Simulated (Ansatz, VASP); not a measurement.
**One calculation of BaH4, two programs**

```
Ba H
1.0
    -2.18149    2.18149    3.37568
     2.18149   -2.18149    3.37568
     2.18149    2.18149   -3.37568
Ba H
1 4
Direct
  0.00000 0.00000 0.00000
  0.25000 0.75000 0.50000
  0.75000 0.25000 0.50000
  0.44334 0.44334 0.00000
  0.55666 0.55666 0.00000
```

Change from the starting cell: species swapped into the SrAl4 type (I4/mmm, No. 139).

Alike in both runs: functional PBE; k mesh 10 × 10 × 10; occupations gaussian, width 0.02 eV; no spin polarisation.

Ansatz relaxed the structure, and its values are those at the end. VASP's run is a single point on that final structure, the one shown.

|  | VASP | Ansatz |
| --- | --- | --- |
| version | VASP 6.6.1 | Ansatz 0.2.0 |
| potentials or method | VASP PAW PBE potentials, release 64 (Ba_sv, H) | scalar-relativistic, plane waves, PAW |
| plane-wave cutoff (eV) | 520 | 420 |
| valence electrons in the cell | 14 | 14 |

Ansatz gave:

```
gap on the k mesh at the Fermi level (eV) : 2.35
least direct gap on the mesh (eV)         : 2.81
pressure (GPa)                            : 0.0
rms of the force components (eV/Å)        : 0.001
```

Problem. Which values does VASP return?

Solution. gap on the k mesh at the Fermi level (eV): 2.22; least direct gap on the mesh (eV): 2.74; pressure (GPa): 0.4; rms of the force components (eV/Å): 0.006.

Caveats: spin-orbit coupling is left out, which moves the levels of the heavy elements. A k mesh can miss the band edges.
